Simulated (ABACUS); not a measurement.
Set up this calculation in ABACUS 3.10.1, as the native input.

```
Task                                          : band structure
Functional                                    : TASK
Potentials or basis                           : SG15 ONCV 1.2 PBE
Cutoff                                        : 1401 eV
Density cutoff                                : 5606 eV
Basis                                         : plane waves
Occupations                                   : fermi-dirac, width 0.05 eV
Spin                                          : no spin polarisation
Radial cutoff of the potentials (pseudo_rcut) : 10 bohr
Threshold of the eigensolver                  : 1e-07 Ry
Density                                       : read from an earlier self-consistent run
Path                                          : G-H-N-G-P-H, P-N
Points for each segment of the path           : 10
SCF threshold on the density                  : 1e-08
Max SCF steps                                 : 100
Eigensolver                                   : dav
Mixing                                        : broyden
Mixing share                                  : 0.7
Symmetry key                                  : -1
Bands                                         : 15
```

The system is Na.

```xyz
1
Lattice="-2.1410 2.1410 2.1410 2.1410 -2.1410 2.1410 2.1410 2.1410 -2.1410" Properties=species:S:1:pos:R:3 pbc="T T T"
Na    0.0000    0.0000    0.0000
```

These files were run (other wordings do the same):

INPUT

```
INPUT_PARAMETERS
suffix              Na
calculation         nscf
basis_type          pw
pseudo_dir          ./
symmetry            -1
dft_functional      MGGA_X_TASK+LDA_C_PW
ecutwfc             103.0
pseudo_rcut         10
nspin               1
nbands              15
ks_solver           dav
smearing_method     fd
smearing_sigma      0.00367493
scf_thr             1e-08
scf_nmax            100
mixing_type         broyden
mixing_beta         0.7
mixing_tau          1
init_chg            file
pw_diag_thr         1e-07
out_band            1
kpar                4
```

STRU

```
ATOMIC_SPECIES
Na 22.9898 Na_ONCV_PBE-1.2.upf

LATTICE_CONSTANT
7.0077106546

LATTICE_VECTORS
-0.5773502692 0.5773502692 0.5773502692
0.5773502692 -0.5773502692 0.5773502692
0.5773502692 0.5773502692 -0.5773502692

ATOMIC_POSITIONS
Cartesian

Na
0.0
1
0.0000000000 0.0000000000 0.0000000000 1 1 1
```

KPT

```
K_POINTS
8
Line
0.00000000 0.00000000 0.00000000 10 // G
0.50000000 -0.50000000 0.50000000 10 // H
0.00000000 0.00000000 0.50000000 10 // N
0.00000000 0.00000000 0.00000000 10 // G
0.25000000 0.25000000 0.25000000 10 // P
0.50000000 -0.50000000 0.50000000 1 // H
0.25000000 0.25000000 0.25000000 10 // P
0.00000000 0.00000000 0.50000000 1 // N
```

Potentials or basis: SG15 ONCV 1.2 PBE, plane waves.

Run with:

```console
$ OMP_NUM_THREADS=1 mpirun -np 4 abacus > log
```

Wall time 32 s on 4 MPI ranks on Intel(R) Xeon(R) Platinum 8259CL CPU @ 2.50GHz (Skylake/Cascade Lake) (shared host), peak memory 0.4 GiB a rank.
